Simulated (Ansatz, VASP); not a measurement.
# Two plane-wave programs on Au

```
Au
1.0
    -1.65727    1.65727    1.70699
     1.65727   -1.65727    1.70699
     1.65727    1.65727   -1.70699
Au
1
Direct
  0.00000 0.00000 0.00000
```

Change from the starting cell: strain +0.000 along x and y, +0.030 along z, atoms carried along.

Alike in both runs: task single point; functional LDA; k mesh 20 × 20 × 20; occupations gaussian, width 0.15 eV; no spin polarisation.

|  | VASP | Ansatz |
| --- | --- | --- |
| version | VASP 6.6.1 | Ansatz 0.2.0 |
| potentials or method | VASP PAW LDA potentials, release 64 (Au) | scalar-relativistic, plane waves, PAW |
| plane-wave cutoff (eV) | 520 | 420 |
| valence electrons in the cell | 11 | 19 |

```tsv
	VASP	Ansatz	Ansatz less VASP
gap on the k mesh at the Fermi level (eV)	none	none	-
pressure (GPa)	-16.1	-16.5	-0.37
largest component of the traceless stress (GPa)	0.15	0.14	-0.010
```

A gap of «none» marks a metal or a gap that the smearing closes. The two sets of potentials don't hold the same shells in valence.

Caveats: so large a pressure means that the cell lies far from this level's equilibrium, or that cutoff or potentials fall short (VASP). The runs have no spin-orbit coupling, so splittings on Au are missing.
